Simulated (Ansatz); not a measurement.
**CdO: do energies and stresses tell the same story?**

These are results of DFT r2SCAN, scalar-relativistic, plane waves, PAW in Ansatz, not measurements.

Cutoff 500 eV; k points 16×16×16 on the computed 2-atom cell (Γ-centred); Gaussian smearing, width 0.10 eV; no spin polarisation.

Relaxed cell: Fm-3m, a = 4.706 Å, b = 4.706 Å, c = 4.706 Å, α = 90.00°, β = 90.00°, γ = 90.00°, 2 atoms in the primitive cell.

Energies at zero smearing and pressures from the stress tensor, at volumes with shape and atoms relaxed:
| V (Å³/atom) | E − E(first) (meV/atom) | P (GPa) |
| --- | --- | --- |
| 12.245 | 0.00 | 10.63 |
| 12.636 | -18.68 | 4.86 |
| 13.027 | -24.43 | 0.00 |
| 13.418 | -19.30 | -4.09 |
| 13.809 | -4.98 | -7.54 |

Check P = −dE/dV between neighbouring volumes, and get the bulk modulus from the pressures alone.

With 1 eV/Å³ = 160.2 GPa:
| middle V (Å³/atom) | −ΔE/ΔV (GPa) | mean P (GPa) |
| --- | --- | --- |
| 12.441 | 7.659 | 7.747 |
| 12.832 | 2.357 | 2.430 |
| 13.223 | -2.105 | -2.047 |
| 13.613 | -5.869 | -5.818 |

The two differ by 0.09 GPa at most. The mean of two end pressures misses the average over a step by about ΔV² P″/12, up to 0.08 GPa here; with that taken off 0.00 GPa remains. Around V = 13.027 Å³/atom, the two neighbours give B = −V ΔP/ΔV = 13.027 × 8.95 / 0.782 = 149.2 GPa, against B0 = 148.5 GPa from the Birch–Murnaghan fit of the energies.

Cost: 6 runs of about 1.2 core-minutes in all, on Arm Neoverse V2 (shared hosts).